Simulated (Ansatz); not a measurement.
**Cu-65 nuclear quadrupole resonance in Cu2O**

Cell: an entry of the Crystallography Open Database (COD) (the entry's cell lengths or inner coordinates differ somewhat from later room-temperature determinations), atoms as given.

Space group Pn-3m:1 (No. 224); a = 4.2600 Å.

| site | Wyckoff | site symmetry | x | y | z |
| --- | --- | --- | --- | --- | --- |
| Cu | 4b | .-3m | 0.2500 | 0.2500 | 0.2500 |
| O | 2a | -43m | 0.0000 | 0.0000 | 0.0000 |

One atom of each set is listed.

The numbers come from a DFT calculation in Ansatz (PBE, plane waves and PAW, scalar-relativistic, 420 eV cutoff, Γ-centred 7×7×7 k-points, Fermi–Dirac smearing 0.02 eV).

Cu-65: I = 3/2, Q = -204.0 mb (year-2017 value). Static lattice, zero field.

Question: Predict the zero-field Cu-65 lines of each site.

Answer: For I = 3/2 there is one line, ν = (|C_Q|/2)(1 + η²/3)^½.

| site | atoms | V_zz (10²¹ V/m²) | C_Q (MHz) | η | line frequencies (MHz) |
| --- | --- | --- | --- | --- | --- |
| Cu | 4 | -5.30 | 26.2 | 0.00 | 13.1 |

Question: And for ⁶³Cu (I = 3/2, Q = -220.0 mb) on Cu?

Answer: C_Q scales with Q to 28.2 MHz, with lines at 14.1 MHz.

An axis of threefold or higher order runs through Cu, so V_zz lies along it and η is zero.

Semilocal functionals underestimate gradients at Cu(I) with two or three neighbours, in Cu₂O by a fifth to nearly a half.

Hardware: 4 threads of AMD EPYC 9R45 (Zen 5) (x86_64; 16 cores open to the job, memory cap 8.0 GiB, no GPU), a shared host with a load of 0.4 a core. Wall time 0.91 s, CPU time 2.3 s, peak memory 0.53 GiB.
